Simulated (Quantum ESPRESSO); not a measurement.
Runs of Quantum ESPRESSO 7.5 on RbBr. It takes space group Fm-3m (No. 225, cubic). Conventional cell: a = 6.854 Å, b = 6.854 Å, c = 6.854 Å, α = 90.00°, β = 90.00°, γ = 90.00°. Around Rb (site symmetry m-3m) lie 6 Br at 3.43 Å. Br (site symmetry m-3m) has 6 Rb at 3.43 Å as nearest neighbours. 

| level | potentials or basis | cutoff (eV) | form of the LDA correlation | pressure (GPa) |
| --- | --- | --- | --- | --- |
| LDA | PseudoDojo 0.4.1 SR LDA standard | 599 | PW92 | -1.3 |
| BLYP | PseudoDojo 0.4.1 SR PBE standard | 626 | - | (a) |
| WC | PseudoDojo 0.4.1 SR PBE standard | 626 | - | (b) |
| PBEsol | PseudoDojo 0.4.1 SR PBEsol standard | 626 | - | -0.1 |
| AM05 | PseudoDojo 0.4.1 SR PBE standard | 626 | - | 0.7 |

Alike in all rows: task dielectric tensor; no spin polarisation; cell as given; k mesh 6 × 6 × 6, shifted; smearing fermi-dirac 0.05 eV.

Problem. Estimate the missing entries.

Solution. (a) 1.9; (b) 0.1.

Caveats: the potentials were made for another functional, which shifts forces and pressure (some runs).

Runs at the PBE level aren't shown here.
